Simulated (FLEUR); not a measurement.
**SnO2 (Cassiterite) under changes of volume**

One of the cells (11.922 Å³/atom); the others are scaled copies at fixed shape and fractional positions:

```
Sn O
1.0
     4.73800    0.00000    0.00000
     0.00000    4.73800    0.00000
     0.00000    0.00000    3.18650
Sn O
2 4
Direct
  0.50000 0.50000 0.50000
  0.00000 0.00000 0.00000
  0.80710 0.19290 0.50000
  0.69290 0.69290 0.00000
  0.19290 0.80710 0.50000
  0.30710 0.30710 0.00000
```

* Program: FLEUR MaX-R8.1 (later development tree)
* Functional: PBEsol
* Potentials or basis: all-electron
* Basis: FLAPW
* Kmax: 4.93 1/bohr
* k mesh: 6 × 6 × 8
* Occupations: fermi-dirac, width 0.05 eV
* Spin: no spin polarisation

| volume (Å³/atom) | energy over the lowest point (meV/atom) | gap on the mesh (eV) |
| --- | --- | --- |
| 11.207 | 57.58 | 1.92 |
| 11.445 | 31.68 | 1.66 |
| 11.684 | 14.06 | 1.42 |
| 11.922 | 3.60 | 1.18 |
| 12.161 | 0.00 | 0.96 |
| 12.399 | ? | ? |
| 12.637 | 9.44 | 0.53 |

Task: What does the run at 12.399 Å³/atom give?

Result: Energy over the lowest point 1.99 meV/atom; gap on the mesh 0.74 eV.

Worked out: A Birch-Murnaghan fit of order 3 (a polynomial in V^(-2/3)) to the other rows has its minimum at 12.19 Å³/atom with B0 = V·E''(V) = 199 GPa and B' = 4.8 at fixed shape and positions, which overstates the stiffness. It gives 2.08 meV/atom at 12.399 Å³/atom, against the run's 1.99. A straight line through the other rows of the gap, of slope -11.6 eV per unit of ln V (its deformation potential), gives 0.74 eV, against the run's 0.74.

Energies are extrapolated to zero smearing.

Caveats: spin-orbit coupling is left out, which moves the levels of the heavy elements.
